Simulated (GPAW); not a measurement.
# ZnSe (Stilleite) (F-43m) in GPAW: a series of runs

Aim: see how the results for ZnSe (Stilleite) move with the level of theory and the settings. Levels: PBEsol+D3, TPSS, PBE, C09-vdW, mBEEF. Tasks: equation of state, band structure.

All numbers are computed with GPAW 26.7.0; they aren't measurements. Logs are shortened: lines on timing, memory, paths and dates and some standing lists are left out, and cuts for length are marked. The log counts tension as positive stress, the text compression.

**Measured values to compare with.**

“Alloy Disordering Effects on the Thermal Conductivity and Energy Gap Temperature Dependence of Cd1−xZnxSe Ternary Crystals Grown by the Bridgman Method”, 2023, pmc:10253836 reports, for a bulk crystal of ZnSe at 300 K: band gap 2.695 ± 0.003 eV (an exciton energy, a little under the gap).

How close the calculation comes is told below.

## Step 1: The structure

The structure is cubic, space group F-43m (No. 216). Conventional cell: a = 5.668 Å, b = 5.668 Å, c = 5.668 Å, α = 90.00°, β = 90.00°, γ = 90.00°. Around Se (site symmetry -43m) lie 4 Zn at 2.45 Å. Zn (site symmetry -43m) is surrounded by 4 Se at 2.45 Å.

## Step 2: Equation of state, PBEsol+D3

run.py reads:

```python
from ase.calculators.mixing import SumCalculator
from ase.eos import EquationOfState
from ase.io import Trajectory
from ase.spacegroup import crystal
from ase.units import GPa
from dftd3.ase import DFTD3
from gpaw import GPAW, PW, setup_paths

setup_paths.insert(0, '.')

# Se 4c
# Zn 4a
atoms = crystal(['Se', 'Zn'],
                basis=[[0.25, 0.25, 0.25],
                       [0.0, 0.0, 0.0]],
                spacegroup=216, setting=1,  # F-43m
                cellpar=[5.6676, 5.6676, 5.6676, 90.0, 90.0, 90.0],
                primitive_cell=True)

traj = Trajectory('eos.traj', 'w')
volumes, energies = [], []
for x in [0.94, 0.96, 0.98, 1.0, 1.02, 1.04, 1.06]:
    a = atoms.copy()
    a.set_cell(atoms.cell * x**(1 / 3), scale_atoms=True)
    calc = GPAW(mode=PW(600),
                xc='PBEsol',
                kpts={'size': (7, 7, 7), 'gamma': True},
                occupations={'name': 'fermi-dirac', 'width': 0.05},
                nbands=18,
                convergence={'density': 1e-05, 'energy': 1e-05},
                maxiter=150,
                txt=f'eos-{x:.2f}.txt')
    a.calc = SumCalculator([calc, DFTD3(method='pbesol', damping='d3zero')])
    energies.append(a.get_potential_energy())
    volumes.append(a.get_volume())
    p = -a.get_stress()[:3].mean() / GPa
    calc.write(f'eos-{x:.2f}.gpw')
    traj.write(a)
    print(f'{x:.2f} {volumes[-1]:10.4f} A^3 {energies[-1]:14.6f} eV {p:9.3f} GPa', flush=True)

v0, e0, B = EquationOfState(volumes, energies, eos='birchmurnaghan').fit()
print(f'V0 = {v0:.4f} A^3, E0 = {e0:.6f} eV, B0 = {B / GPa:.2f} GPa')
```

Potentials or basis: PAW data sets generated in the run's folder for this functional, pw.

Launch:

```bash
$ gpaw-setup -f PBEsol Se Zn
$ OMP_NUM_THREADS=1 python run.py
```

The program printed:

```text
__  _  _
 | _ |_)|_||  |
 |__||  | ||/\| - 26.7.0

Input parameters:
  mode=PW(ecut=600.0),
  convergence={'density': 1e-05, 'energy': 1e-05},
  kpts=MonkhorstPack(size=(7, 7, 7), gamma=True),
  maxiter=150,
  nbands=18,
  occupations=Occupations(name='fermi-dirac', width=0.05),
  xc=XC(name='PBEsol')

Diagonalizing LCAO Hamiltonian
Converting LCAO to pw mode

           Se

       Zn

Atoms  # Å, Bohr magnetons
|   | symbol |        x |        y |        z |    initial magnetic moments |
|---|--------|----------|----------|----------|-----------------------------|
| 0 |     Se | 1.387976 | 1.387976 | 1.387976 | ( 0.0000,  0.0000,  0.0000) |
| 1 |     Zn | 0.000000 | 0.000000 | 0.000000 | ( 0.0000,  0.0000,  0.0000) |

Unit cell  # Å
| periodic |        x |        y |        z |  lengths |    angles |
|----------|----------|----------|----------|----------|-----------|
|      yes | 0.000000 | 2.775951 | 2.775951 | 3.925788 | 60.000000 |
|      yes | 2.775951 | 0.000000 | 2.775951 | 3.925788 | 60.000000 |
|      yes | 2.775951 | 2.775951 | 0.000000 | 3.925788 | 60.000000 |

Number of symmetries: 24
Symmetry operations  # r_c * U_cc + t_c -> r_c
|    | kind |            matrix            |
|----|------|------------------------------|
|  0 |  E   |  1, 0, 0,  0, 1, 0,  0, 0, 1 |
|  1 |  σ   |  1, 0, 0,  0, 0, 1,  0, 1, 0 |
|  2 |  σ   |  1, 0,-1,  0, 1,-1,  0, 0,-1 |
|  3 |  C3  |  1, 0,-1,  0, 0,-1,  0, 1,-1 |
|  4 |  C3  |  1,-1, 0,  0,-1, 1,  0,-1, 0 |
|  5 |  σ   |  1,-1, 0,  0,-1, 0,  0,-1, 1 |
|  6 |  σ   |  0, 1, 0,  1, 0, 0,  0, 0, 1 |
|  7 |  C3  |  0, 1, 0,  0, 0, 1,  1, 0, 0 |
|  8 |  C2  |  0, 1,-1,  1, 0,-1,  0, 0,-1 |
|  9 |  S4  |  0, 1,-1,  0, 0,-1,  1, 0,-1 |
| 10 |  C3  |  0, 0, 1,  1, 0, 0,  0, 1, 0 |
| 11 |  σ   |  0, 0, 1,  0, 1, 0,  1, 0, 0 |
| 12 |  S4  |  0, 0,-1,  1, 0,-1,  0, 1,-1 |
| 13 |  C3  |  0, 0,-1,  0, 1,-1,  1, 0,-1 |
| 14 |  S4  |  0,-1, 1,  1,-1, 0,  0,-1, 0 |
| 15 |  C2  |  0,-1, 1,  0,-1, 0,  1,-1, 0 |
| 16 |  C3  |  0,-1, 0,  1,-1, 0,  0,-1, 1 |
| 17 |  S4  |  0,-1, 0,  0,-1, 1,  1,-1, 0 |
| 18 |  S4  | -1, 1, 0, -1, 0, 1, -1, 0, 0 |
| 19 |  C3  | -1, 1, 0, -1, 0, 0, -1, 0, 1 |
| 20 |  C3  | -1, 0, 1, -1, 1, 0, -1, 0, 0 |
| 21 |  S4  | -1, 0, 1, -1, 0, 0, -1, 1, 0 |
| 22 |  σ   | -1, 0, 0, -1, 1, 0, -1, 0, 1 |
| 23 |  C2  | -1, 0, 0, -1, 0, 1, -1, 1, 0 |

BZ-sampling:
  Number of BZ points: 343
  Number of IBZ points: 20

  Monkhorst-Pack size: [7, 7, 7]
  Monkhorst-Pack shift: [0, 0, 0]

K-points  # in reciprocal-cell coordinates
|     |                                coordinates |     weight |
|-----|--------------------------------------------|------------|
|   0 | (  0.00000000,   0.00000000,   0.00000000) | 0.00291545 |
|   1 | (  0.14285714,   0.14285714,   0.00000000) | 0.01749271 |
|   2 | (  0.14285714,   0.14285714,   0.14285714) | 0.02332362 |
|   3 | (  0.28571429,   0.14285714,   0.14285714) | 0.03498542 |
|   4 | (  0.28571429,   0.28571429,   0.00000000) | 0.01749271 |
|   5 | (  0.28571429,   0.28571429,   0.14285714) | 0.06997085 |
|   6 | (  0.28571429,   0.28571429,   0.28571429) | 0.02332362 |
|   7 | (  0.42857143,  -0.28571429,  -0.28571429) | 0.03498542 |
|   8 | (  0.42857143,   0.28571429,  -0.42857143) | 0.13994169 |
|   9 | (  0.42857143,   0.28571429,  -0.28571429) | 0.06997085 |
| ... |                                            |            |
|  19 | (  0.42857143,   0.42857143,   0.42857143) | 0.02332362 |

Plane wave coefficients: 1442
Cutoff: 600.0 eV

Spin-components: 1 (collinear spins)
Bands:           18
Projectors:      11
Spin-degeneracy: 2
Datatype:        complex128

Parallelization:
  kpt:    1
  domain: 1
  band:   1

Density:
  Valence electrons: 18.0
  Components: 1
  Grid points: [24 24 24]
  Charge: 0.0  # |e|

Potential:
  Grid points: [24 24 24]

species:
  Se:
    name:    Selenium
    Z:       34.0
    valence: 6
    core:    28
    charge:  0.0  # [|e|]
    compensation charges:
      type: gauss
      rc: 0.27  # [Å]
      lmax: 2
    cutoffs:
      filter: 1.77  # [Å]
      core: 2.67  # [Å]
    projectors
    | kind |    occ | energy [eV] | rcut [Å] |
    |------|--------|-------------|----------|
    |   4s |  2.000 |     -17.281 |    0.847 |
    |   4p |  4.000 |      -6.511 |    1.005 |
    |    s |        |       9.930 |    0.847 |
    |    p |        |      20.700 |    1.005 |
    |    d |        |       0.000 |    0.847 |

    Using partial waves for Se as LCAO basis

  Zn:
    name:    Zinc
    Z:       30.0
    valence: 12
    core:    18
    charge:  0.0  # [|e|]
    compensation charges:
      type: gauss
      rc: 0.37  # [Å]
      lmax: 2
    cutoffs:
      filter: 2.14  # [Å]
      core: 2.28  # [Å]
    projectors
    | kind |    occ | energy [eV] | rcut [Å] |
    |------|--------|-------------|----------|
    |   4s |  2.000 |      -5.996 |    1.286 |
    |   4p |  0.000 |      -1.076 |    1.270 |
    |   3d | 10.000 |     -10.170 |    1.180 |
    |    s |        |      21.215 |    1.286 |
    |    p |        |      26.135 |    1.270 |
    |    d |        |      17.041 |    1.180 |

    Using partial waves for Zn as LCAO basis

Reference energy: -114881.077215  # eV

eigensolver:
  PPCG
  Converge bands: occupied
  niter=2

density mixing:
  MSR1-Mixer
  Pratt-step length: 0.05
  Maximum mixing coefficient: 0.75
  Old densities: 10
  SVD Regularization: 0.005
  Good broyden scale: 1.0
  Trust region scale: 1.0
  Backstep threshold: 4.0
  History deletion threshold: 6.0
  Fourier metric: weight=20.0, sigma=0.015

occupation numbers:
  Fermi-Dirac:
    width: 0.0500  # eV

poisson solver:
  ecut: 4800.0  # eV

xc functional:
  name: PBEsol with 2 nearest neighbor stencil

convergence criteria:
- Maximum integral of absolute [dens]ity change: 1e-05 electrons / valence electron
- Maximum [total energy] change in last 3 cyles: 1e-05 eV / valence electron
- Maximum integral of absolute [eigenst]ate change: 4e-08 eV^2 / valence electron
maximum number of iterations: 150

SCF iterations
|iter     | |      energy | eigst |  dens |
|---------|-|-------------|-------|-------|
|iter:   1| |   -7.062260 | -0.25 |       |
|iter:   2| |   -7.005540 | -2.18 | -1.27 |
|iter:   3| |   -6.828375 | -1.69 | -1.31 |
|iter:   4| |   -6.827756 | -2.77 | -1.83 |
|iter:   5| |   -6.828629 | -3.95 | -2.34 |
|iter:   6| |   -6.828669 | -5.24 | -3.35 |
|iter:   7| |   -6.828680c| -6.04 | -3.73 |
|iter:   8| |   -6.828681c| -6.82 | -4.26 |
|iter:   9| |   -6.828681c| -8.03c| -5.32c|

Converged in 9 steps
Energy contributions relative to reference atoms: (reference = -114881.077215)

Energy contributions:
  Kinetic:          14.065301
  Coulomb:         -11.668307
  Zero:             -0.047267
  External:          0.000000
  Xc:               -9.178409
  Entropy:          -0.000000
  Spinorbit:         0.000000
  ----------------------------
  Free energy:      -6.828681
  Extrapolated:     -6.828681

dipole moment: (-14.343366, -14.343366, -14.343366)  # |e|*Ang

Fermi level: 5.176
Eigenvalues  # (at kpt = [0.000, 0.000, 0.000])
| band index |      eig [eV] | occ [0-2] |
|------------|---------------|-----------|
|          0 |        -9.257 |     2.000 |
|          1 |        -2.349 |     2.000 |
|          2 |        -2.349 |     2.000 |
|          3 |        -2.349 |     2.000 |
|          4 |        -1.926 |     2.000 |
|          5 |        -1.926 |     2.000 |
[... 10 lines left out ...]
|         16 |        17.495 |     0.000 |
|         17 |        17.495 |     0.000 |

Gap: 1.426 eV
Transition (v -> c):
  (s=0, k=0, n=8, [0.00, 0.00, 0.00]) -> (s=0, k=0, n=9, [0.00, 0.00, 0.00])
No difference between direct/indirect transitions

Stress tensor  # eV/Ang^3
|         x |         y |         z |
|-----------|-----------|-----------|
| -0.019687 | -0.000000 |  0.000000 |
| -0.000000 | -0.019687 |  0.000000 |
|  0.000000 |  0.000000 | -0.019687 |

# Writing to eos-0.94.gpw (mode='')
```

stdout:

```text
0.94    42.7824 A^3      -7.302852 eV     0.999 GPa
0.96    43.6927 A^3      -7.304191 eV    -0.535 GPa
0.98    44.6030 A^3      -7.297306 eV    -1.900 GPa
1.00    45.5132 A^3      -7.283075 eV    -3.114 GPa
1.02    46.4235 A^3      -7.262365 eV    -4.193 GPa
1.04    47.3338 A^3      -7.235861 eV    -5.151 GPa
1.06    48.2440 A^3      -7.204204 eV    -6.002 GPa
V0 = 43.3741 A^3, E0 = -7.304710 eV, B0 = 71.87 GPa
```

eos-0.98.txt:

```text
SCF iterations
|iter     | |      energy | eigst |  dens |
|---------|-|-------------|-------|-------|
|iter:   1| |   -7.082256 | -0.24 |       |
|iter:   2| |   -7.025578 | -2.18 | -1.26 |
|iter:   3| |   -6.847414 | -1.68 | -1.31 |
|iter:   4| |   -6.846122 | -2.74 | -1.84 |
|iter:   5| |   -6.846876 | -3.96 | -2.34 |
|iter:   6| |   -6.846894 | -4.92 | -3.23 |
[... 43 lines left out ...]

Gap: 1.257 eV
Transition (v -> c):
  (s=0, k=0, n=8, [0.00, 0.00, 0.00]) -> (s=0, k=0, n=9, [0.00, 0.00, 0.00])
No difference between direct/indirect transitions

Stress tensor  # eV/Ang^3
|         x |         y |         z |
|-----------|-----------|-----------|
| -0.000797 |  0.000000 | -0.000000 |
|  0.000000 | -0.000797 | -0.000000 |
| -0.000000 | -0.000000 | -0.000797 |

# Writing to eos-0.98.gpw (mode='')
```

Run time: 44 s. Hardware: 1 thread of Intel Xeon 6975P-C (Granite Rapids), shared host; peak memory 0.25 GiB.

Results:

* Equilibrium volume: 21.69 Å³/atom
* Bulk modulus: 72 GPa
* Pressure derivative of the bulk modulus: 4.6

Energy against volume, from the lowest point:
| volume (Å³/atom) | energy (meV/atom) |
| --- | --- |
| 21.391 | 0.67 |
| 21.846 | 0.00 |
| 22.301 | 3.44 |
| 22.757 | 10.56 |
| 23.212 | 20.91 |
| 23.667 | 34.17 |
| 24.122 | 49.99 |

## Step 3: Equation of state, TPSS

run.py reads:

```python
from ase.eos import EquationOfState
from ase.io import Trajectory, read
from ase.units import GPa
from gpaw import GPAW, PW

atoms = read('ZnSe.cif')

traj = Trajectory('eos.traj', 'w')
volumes, energies = [], []
for x in [0.94, 0.96, 0.98, 1.0, 1.02, 1.04, 1.06]:
    a = atoms.copy()
    a.set_cell(atoms.cell * x**(1 / 3), scale_atoms=True)
    calc = GPAW(mode=PW(600),
                xc='MGGA_X_TPSS+MGGA_C_TPSS',
                kpts={'size': (7, 7, 7), 'gamma': True},
                occupations={'name': 'fermi-dirac', 'width': 0.05},
                nbands=18,
                convergence={'density': 1e-05, 'energy': 1e-05},
                eigensolver='davidson',
                maxiter=150,
                txt=f'eos-{x:.2f}.txt')
    a.calc = calc
    energies.append(a.get_potential_energy(force_consistent=True))
    volumes.append(a.get_volume())
    p = -a.get_stress()[:3].mean() / GPa
    calc.write(f'eos-{x:.2f}.gpw')
    traj.write(a)
    print(f'{x:.2f} {volumes[-1]:10.4f} A^3 {energies[-1]:14.6f} eV {p:9.3f} GPa', flush=True)

v0, e0, B = EquationOfState(volumes, energies, eos='birchmurnaghan').fit()
print(f'V0 = {v0:.4f} A^3, E0 = {e0:.6f} eV, B0 = {B / GPa:.2f} GPa')
```

ZnSe.cif reads:

```cif
data_ZnSe
_cell_length_a 4.00759839
_cell_length_b 4.00759839
_cell_length_c 4.00759839
_cell_angle_alpha 60.00000000
_cell_angle_beta 60.00000000
_cell_angle_gamma 60.00000000
_space_group_name_H-M_alt 'P1'
_space_group_name_Hall 'P 1'
_space_group_IT_number 1
loop_
_space_group_symop_operation_xyz
'x,y,z'
loop_
_atom_site_label
_atom_site_type_symbol
_atom_site_symmetry_multiplicity
_atom_site_Wyckoff_symbol
_atom_site_fract_x
_atom_site_fract_y
_atom_site_fract_z
_atom_site_occupancy
Se1 Se 1 a 0.7500000000 0.7500000000 0.7500000000 1
Zn1 Zn 1 a 0.0000000000 0.0000000000 0.0000000000 1
```

Potentials or basis: GPAW PAW data sets (gpaw-data 1.2.1), pw.

Launch:

```bash
$ OMP_NUM_THREADS=1 python run.py
```

The program printed:

```text
__  _  _
 | _ |_)|_||  |
 |__||  | ||/\| - 26.7.0

Input parameters:
  mode=PW(ecut=600.0),
  convergence={'density': 1e-05, 'energy': 1e-05},
  eigensolver=Davidson(niter=2),
  kpts=MonkhorstPack(size=(7, 7, 7), gamma=True),
  maxiter=150,
  nbands=18,
  occupations=Occupations(name='fermi-dirac', width=0.05),
  xc=XC(name='MGGA_X_TPSS+MGGA_C_TPSS')

Diagonalizing LCAO Hamiltonian
Converting LCAO to pw mode

                        Se

       Zn

Atoms  # Å, Bohr magnetons
|   | symbol |        x |        y |        z |    initial magnetic moments |
|---|--------|----------|----------|----------|-----------------------------|
| 0 |     Se | 5.888682 | 3.399832 | 2.404044 | ( 0.0000,  0.0000,  0.0000) |
| 1 |     Zn | 0.000000 | 0.000000 | 0.000000 | ( 0.0000,  0.0000,  0.0000) |

Unit cell  # Å
| periodic |        x |        y |        z |  lengths |    angles |
|----------|----------|----------|----------|----------|-----------|
|      yes | 3.925788 | 0.000000 | 0.000000 | 3.925788 | 60.000000 |
|      yes | 1.962894 | 3.399832 | 0.000000 | 3.925788 | 60.000000 |
|      yes | 1.962894 | 1.133277 | 3.205392 | 3.925788 | 60.000000 |

Number of symmetries: 24
Symmetry operations  # r_c * U_cc + t_c -> r_c
|    | kind |            matrix            |
|----|------|------------------------------|
|  0 |  E   |  1, 0, 0,  0, 1, 0,  0, 0, 1 |
|  1 |  σ   |  1, 0, 0,  0, 0, 1,  0, 1, 0 |
|  2 |  σ   |  1, 0,-1,  0, 1,-1,  0, 0,-1 |
|  3 |  C3  |  1, 0,-1,  0, 0,-1,  0, 1,-1 |
|  4 |  C3  |  1,-1, 0,  0,-1, 1,  0,-1, 0 |
|  5 |  σ   |  1,-1, 0,  0,-1, 0,  0,-1, 1 |
|  6 |  σ   |  0, 1, 0,  1, 0, 0,  0, 0, 1 |
|  7 |  C3  |  0, 1, 0,  0, 0, 1,  1, 0, 0 |
|  8 |  C2  |  0, 1,-1,  1, 0,-1,  0, 0,-1 |
|  9 |  S4  |  0, 1,-1,  0, 0,-1,  1, 0,-1 |
| 10 |  C3  |  0, 0, 1,  1, 0, 0,  0, 1, 0 |
| 11 |  σ   |  0, 0, 1,  0, 1, 0,  1, 0, 0 |
| 12 |  S4  |  0, 0,-1,  1, 0,-1,  0, 1,-1 |
| 13 |  C3  |  0, 0,-1,  0, 1,-1,  1, 0,-1 |
| 14 |  S4  |  0,-1, 1,  1,-1, 0,  0,-1, 0 |
| 15 |  C2  |  0,-1, 1,  0,-1, 0,  1,-1, 0 |
| 16 |  C3  |  0,-1, 0,  1,-1, 0,  0,-1, 1 |
| 17 |  S4  |  0,-1, 0,  0,-1, 1,  1,-1, 0 |
| 18 |  S4  | -1, 1, 0, -1, 0, 1, -1, 0, 0 |
| 19 |  C3  | -1, 1, 0, -1, 0, 0, -1, 0, 1 |
| 20 |  C3  | -1, 0, 1, -1, 1, 0, -1, 0, 0 |
| 21 |  S4  | -1, 0, 1, -1, 0, 0, -1, 1, 0 |
| 22 |  σ   | -1, 0, 0, -1, 1, 0, -1, 0, 1 |
| 23 |  C2  | -1, 0, 0, -1, 0, 1, -1, 1, 0 |

BZ-sampling:
  Number of BZ points: 343
  Number of IBZ points: 20

  Monkhorst-Pack size: [7, 7, 7]
  Monkhorst-Pack shift: [0, 0, 0]

K-points  # in reciprocal-cell coordinates
[... 79 lines left out ...]
    |   4s |  2.000 |      -5.977 |    1.286 |
    |   4p |  0.000 |      -1.117 |    1.270 |
    |   3d | 10.000 |     -10.142 |    1.180 |
    |    s |        |      21.234 |    1.286 |
    |    p |        |      26.095 |    1.270 |
    |    d |        |      17.070 |    1.180 |

    Using partial waves for Zn as LCAO basis

Reference energy: -114964.858784  # eV

eigensolver:
  Davidson
  Converge bands: occupied
  niter=2

density mixing:
  MSR1-Mixer
  Pratt-step length: 0.05
  Maximum mixing coefficient: 0.75
  Old densities: 10
  SVD Regularization: 0.005
  Good broyden scale: 1.0
  Trust region scale: 1.0
  Backstep threshold: 4.0
  History deletion threshold: 6.0
  Fourier metric: weight=20.0, sigma=0.015

occupation numbers:
  Fermi-Dirac:
    width: 0.0500  # eV

poisson solver:
  ecut: 4800.0  # eV

xc functional:
  name: MGGA_X_TPSS+MGGA_C_TPSS with 2 nearest neighbor stencil

convergence criteria:
- Maximum integral of absolute [dens]ity change: 1e-05 electrons / valence electron
- Maximum [total energy] change in last 3 cyles: 1e-05 eV / valence electron
- Maximum integral of absolute [eigenst]ate change: 4e-08 eV^2 / valence electron
maximum number of iterations: 150

SCF iterations
|iter     | |      energy | eigst |  dens |
|---------|-|-------------|-------|-------|
|iter:   1| |   54.336421 | +2.39 |       |
|iter:   2| |  -20.782467 | +0.58 | -0.88 |
|iter:   3| |  -21.231960 | -0.08 | -1.19 |
|iter:   4| |  -20.900837 | -1.68 | -1.21 |
|iter:   5| |  -20.924515 | -1.47 | -1.43 |
|iter:   6| |  -21.034116 | -1.98 | -1.56 |
|iter:   7| |  -20.947198 | -2.43 | -1.58 |
|iter:   8| |  -20.894337 | -2.44 | -1.76 |
|iter:   9| |  -20.888433 | -3.42 | -1.91 |
|iter:  10| |  -20.887177 | -4.38 | -2.04 |
|iter:  11| |  -20.883434 | -4.17 | -2.07 |
|iter:  12| |  -20.875146 | -2.91 | -2.15 |
|iter:  13| |  -20.875310 | -3.81 | -2.65 |
|iter:  14| |  -20.875342 | -5.39 | -3.33 |
|iter:  15| |  -20.875360c| -5.49 | -3.60 |
|iter:  16| |  -20.875359c| -7.00 | -4.23 |
|iter:  17| |  -20.875359c| -7.32 | -4.63 |
|iter:  18| |  -20.875359c| -8.60c| -5.27c|

Converged in 18 steps
Energy contributions relative to reference atoms: (reference = -114964.858784)

Energy contributions:
  Kinetic:          15.813145
  Coulomb:         -13.120791
  Zero:              0.026990
  External:          0.000000
  Xc:              -23.594703
  Entropy:          -0.000000
  Spinorbit:         0.000000
  ----------------------------
  Free energy:     -20.875359
  Extrapolated:    -20.875359

dipole moment: (-9.637525, -5.564228, -3.934503)  # |e|*Ang

Fermi level: 5.371
Eigenvalues  # (at kpt = [0.000, 0.000, 0.000])
| band index |      eig [eV] | occ [0-2] |
|------------|---------------|-----------|
|          0 |        -9.360 |     2.000 |
|          1 |        -2.238 |     2.000 |
|          2 |        -2.238 |     2.000 |
|          3 |        -2.238 |     2.000 |
|          4 |        -1.809 |     2.000 |
|          5 |        -1.809 |     2.000 |
[... 10 lines left out ...]
|         16 |        17.886 |     0.000 |
|         17 |        17.886 |     0.000 |

Gap: 1.695 eV
Transition (v -> c):
  (s=0, k=0, n=8, [0.00, 0.00, 0.00]) -> (s=0, k=0, n=9, [0.00, 0.00, 0.00])
No difference between direct/indirect transitions

Stress tensor  # eV/Ang^3
|         x |         y |         z |
|-----------|-----------|-----------|
| -0.039429 |  0.000000 |  0.000000 |
|  0.000000 | -0.039429 |  0.000000 |
|  0.000000 |  0.000000 | -0.039429 |

# Writing to eos-0.94.gpw (mode='')
```

eos-0.98.txt:

```text
SCF iterations
|iter     | |      energy | eigst |  dens |
|---------|-|-------------|-------|-------|
|iter:   1| |   54.111489 | +2.29 |       |
|iter:   2| |  -20.835939 | +0.60 | -0.86 |
|iter:   3| |  -21.291857 | -0.07 | -1.19 |
|iter:   4| |  -20.962836 | -1.71 | -1.21 |
|iter:   5| |  -20.963010 | -1.50 | -1.42 |
[... 51 lines left out ...]
|         16 |        17.336 |     0.000 |
|         17 |        17.336 |     0.000 |

Gap: 1.536 eV
Transition (v -> c):
  (s=0, k=0, n=8, [0.00, 0.00, 0.00]) -> (s=0, k=0, n=9, [0.00, 0.00, 0.00])
No difference between direct/indirect transitions

Stress tensor  # eV/Ang^3
|         x |         y |         z |
|-----------|-----------|-----------|
| -0.019062 | -0.000000 |  0.000000 |
|  0.000000 | -0.019062 |  0.000000 |
|  0.000000 | -0.000000 | -0.019062 |

# Writing to eos-0.98.gpw (mode='')
```

It took 5.8 min on 1 thread of Intel Xeon 6975P-C (Granite Rapids), shared host; peak memory 0.78 GiB.

What came out:

```yaml
Equilibrium_volume: outside the volumes run
```

Energy against volume, from the lowest point:
```tsv
volume (Å³/atom)	energy (meV/atom)
21.391	33.14
21.846	17.62
22.301	6.72
22.757	0.00
```

Caveat: the PAW data sets were made with another functional, which shifts forces and pressure a little.

(Part 1 of 2 ends here.)
